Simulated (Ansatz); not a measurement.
CdO (Monteponite) under changes of volume

One of the cells (12.970 Å³/atom); the others are scaled copies at fixed shape and fractional positions:

```
CELL_PARAMETERS angstrom
0.00000 2.34950 2.34950
2.34950 0.00000 2.34950
2.34950 2.34950 0.00000
ATOMIC_POSITIONS crystal
Cd 0.00000 0.00000 0.00000
O 0.50000 0.50000 0.50000
```

* Program: Ansatz 0.2.0
* Functional: PBEsol0
* Potentials or basis: Ansatz PAW
* Cutoff: 420 eV (not typed: the program's choice for these potentials)
* k mesh: 5 × 5 × 5
* Occupations: fermi-dirac, width 0.05 eV
* Spin: no spin polarisation

| volume (Å³/atom) | energy over the lowest point (meV/atom) | pressure (GPa) | gap on the mesh (eV) |
| --- | --- | --- | --- |
| 12.191 | 6.22 | 5.6 | 1.83 |
| 12.451 | 0.01 | 1.8 | 1.76 |
| 12.710 | 0.00 | -1.5 | 1.70 |
| 12.970 | 4.83 | -4.5 | 1.63 |
| 13.229 | 14.21 | -7.1 | 1.57 |
| 13.488 | 27.61 | -9.5 | 1.50 |
| 13.748 | ? | ? | ? |

**Question.** What does the run at 13.748 Å³/atom give?

**Answer.** Energy over the lowest point 44.80 meV/atom; pressure -11.5 GPa; gap on the mesh 1.44 eV.

Worked out: A Birch-Murnaghan fit of order 3 (a polynomial in V^(-2/3)) to the other rows has its minimum at 12.59 Å³/atom with B0 = V·E''(V) = 164 GPa and B' = 5.4. It gives 44.42 meV/atom at 13.748 Å³/atom, against the run's 44.80, and -dE/dV = -11.3 GPa, against -11.5. A straight line through the other rows of the gap, of slope -3.24 eV per unit of ln V, extrapolates to 1.44 eV, against the run's 1.44.

Energies are extrapolated to zero smearing.

Caveats: all runs use coarse meshes; odd divisions of the mesh miss points on the zone boundary, where band edges often lie, so the gap on the mesh can be too wide; the PAW data sets come from PBE, with cores solved anew for the run's functional, which leaves a small shift of forces and pressure; the thresholds are loose for stress.

A mesh can miss the band edges. Spin-orbit coupling on Cd is left out.
